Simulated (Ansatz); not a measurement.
Molecular dynamics on a 2×2×2 supercell (16 atoms) of NaI (Fm-3m), relaxed with r2SCAN. Forces come from PBEsol in Ansatz: a Langevin thermostat at fixed volume, 1300 K, steps of 1.5 fs. Computed, non-magnetic; the trajectory is short and the cell small, so nothing here is a converged average.

```yaml
crystal:
  lattice:
    - [0.0, 6.459256066, 6.459256066]
    - [6.459256066, 0.0, 6.459256066]
    - [6.459256066, 6.459256066, 0.0]
  atoms:
    - { symbol: Na, position: [0.0, 0.0, 0.0] }
    - { symbol: I, position: [0.25, 0.25, 0.25] }
    - { symbol: Na, position: [0.0, 0.0, 0.5] }
    - { symbol: I, position: [0.25, 0.25, 0.75] }
    - { symbol: Na, position: [0.0, 0.5, 0.0] }
    - { symbol: I, position: [0.25, 0.75, 0.25] }
    - { symbol: Na, position: [0.0, 0.5, 0.5] }
    - { symbol: I, position: [0.25, 0.75, 0.75] }
    - { symbol: Na, position: [0.5, 0.0, 0.0] }
    - { symbol: I, position: [0.75, 0.25, 0.25] }
    - { symbol: Na, position: [0.5, 0.0, 0.5] }
    - { symbol: I, position: [0.75, 0.25, 0.75] }
    - { symbol: Na, position: [0.5, 0.5, 0.0] }
    - { symbol: I, position: [0.75, 0.75, 0.25] }
    - { symbol: Na, position: [0.5, 0.5, 0.5] }
    - { symbol: I, position: [0.75, 0.75, 0.75] }
kpoints:
  mp_grid: { grid: [2, 2, 2] }
hamiltonian:
  xc: pbesol
scf:
  occupations: { method: fermi_dirac, width: 0.112 }
md:
  ensemble: nvt_langevin
  temperature: 1300
  timestep: 1.5
  n_steps: 40
  initial_velocities: maxwell_boltzmann
  seed: 1931
```

Command: `ansatz run input.yaml --threads 4 --pin off --max-ram 3686MiB --backend cpu --events-out ev --progress --plain --runs-dir out`. Wall time 4.1 min on 4 threads of Arm Neoverse V2 (shared host); peak host memory 1.9 GiB.

Task: How do temperature and energy develop?

Result: The temperature starts at 1219 K, is lowest at step 19 (655 K, 28.5 fs) and ends at 962 K. The thermostat hasn't had time to restore it. The atoms start on their lattice sites with kinetic energy alone, so much of it first passes into potential energy. By the last step the atoms have moved 0.33 Å in the root mean square, the drift of the whole cell taken out, 0.66 Å at most.
```csv
step,t (fs),T (K),free energy F from step 0 (meV/atom),kinetic energy (meV/atom),largest force (eV/Å)
0,0,1219,0.0,157.5,0.00
1,1.5,1236,0.1,159.8,0.04
2,3,1176,0.6,152.0,0.09
3,4.5,1184,1.3,153.1,0.14
4,6,1175,2.3,151.9,0.18
5,7.5,1136,3.6,146.9,0.23
6,9,1155,5.2,149.2,0.29
7,10.5,1111,7.1,143.6,0.34
8,12,1075,9.2,138.9,0.40
9,13.5,1078,11.6,139.4,0.45
10,15,1009,14.2,130.5,0.51
11,16.5,902,17.0,116.7,0.56
12,18,854,19.7,110.3,0.61
13,19.5,762,22.5,98.5,0.65
14,21,857,25.3,110.8,0.68
15,22.5,840,28.3,108.6,0.71
16,24,773,31.2,99.9,0.75
17,25.5,780,34.2,100.8,0.78
18,27,706,37.2,91.3,0.80
19,28.5,655,40.1,84.6,0.81
20,30,769,43.3,99.4,0.85
21,31.5,869,46.9,112.3,0.92
22,33,845,50.7,109.2,0.99
23,34.5,826,54.3,106.8,1.06
24,36,842,57.6,108.8,1.13
25,37.5,895,61.1,115.7,1.21
26,39,968,64.5,125.2,1.31
27,40.5,906,67.8,117.1,1.41
28,42,907,71.1,117.2,1.50
29,43.5,868,74.1,112.2,1.57
30,45,884,76.8,114.2,1.64
31,46.5,965,79.2,124.7,1.70
32,48,1003,81.4,129.7,1.75
33,49.5,980,83.1,126.6,1.77
34,51,1008,84.3,130.3,1.77
35,52.5,947,84.8,122.4,1.75
36,54,923,84.5,119.3,1.72
37,55.5,950,83.9,122.8,1.67
38,57,904,83.1,116.9,1.62
39,58.5,925,82.1,119.6,1.56
40,60,962,80.8,124.3,1.48
```

Positions (Å) and forces (eV/Å) at step 40:
```
Na   0.010  -0.020  -0.248    -0.083   0.120   0.957
I    3.242   3.500   3.078     0.008  -0.317   0.128
Na   3.087   3.255  -0.410    -0.070  -0.202   0.836
I    6.391   6.509   3.131    -0.713   0.053  -0.051
Na   2.665  -0.040   3.321     0.824   0.150   0.047
I    6.373   3.336   6.372     0.106  -0.089  -0.079
Na   6.481   3.101   2.881    -0.208   0.247   0.527
I    9.560   6.179   6.499     0.059   0.507  -0.342
Na   0.016   3.391   3.013     0.157  -0.133   0.007
I    3.320   6.471   6.614    -0.346   0.102  -0.030
Na   3.081   6.688   2.983     0.252  -0.416   0.214
I    6.700   9.659   6.431     0.124   1.208  -0.407
Na   3.372   3.355   6.542    -0.031  -0.095  -0.251
I    6.566   6.500   9.940    -0.259   0.037  -0.919
Na   6.167   7.090   6.640     0.142  -1.470  -0.040
I    9.726   9.615   9.725     0.038   0.299  -0.595
```
